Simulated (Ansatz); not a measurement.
ZnTe:
```yaml
crystal:
  lattice:
    - [0.00000, 3.05752, 3.05752]
    - [3.05752, 0.00000, 3.05752]
    - [3.05752, 3.05752, 0.00000]
  atoms:
    - { symbol: Zn, position: [0.50000, 0.50000, 0.50000] }
    - { symbol: Te, position: [0.75000, 0.75000, 0.75000] }
```

Relaxed with r²SCAN. Special points in fractions of this cell's reciprocal vectors: Γ (0.000, 0.000, 0.000); X (0.500, 0.000, 0.500); U (0.625, 0.250, 0.625); K (0.375, 0.375, 0.750); L (0.500, 0.500, 0.500); W (0.500, 0.250, 0.750).

**Question.** List the band energies nearest the valence-band maximum at these points for r²SCAN (plane waves, PAW; program Ansatz).

**Answer.** In eV from the valence-band maximum; about four levels below and three above (degenerate sets whole), none deeper than 8.9 eV; points with the same levels are listed once.

```csv
k,below,above
Γ,-6.82 -6.82 0.00 0.00 0.00,1.78 4.80 4.80 4.80
X,-6.61 -5.05 -2.21 -2.21,2.60 2.71 10.47 10.47
U,-6.56 -4.93 -3.12 -1.84,3.01 5.12 8.28
L,-6.67 -5.23 -0.91 -0.91,2.20 5.46 5.46
W,-6.53 -4.90 -2.87 -2.63,4.92 5.17 6.33
```

Space group F-43m (zinc blende). Symmetry was held in the r²SCAN relaxation. Scalar-relativistic: spin–orbit coupling is off unless named, which matters more the heavier the elements.

Potentials: the earlier of the program's two PAW sets.
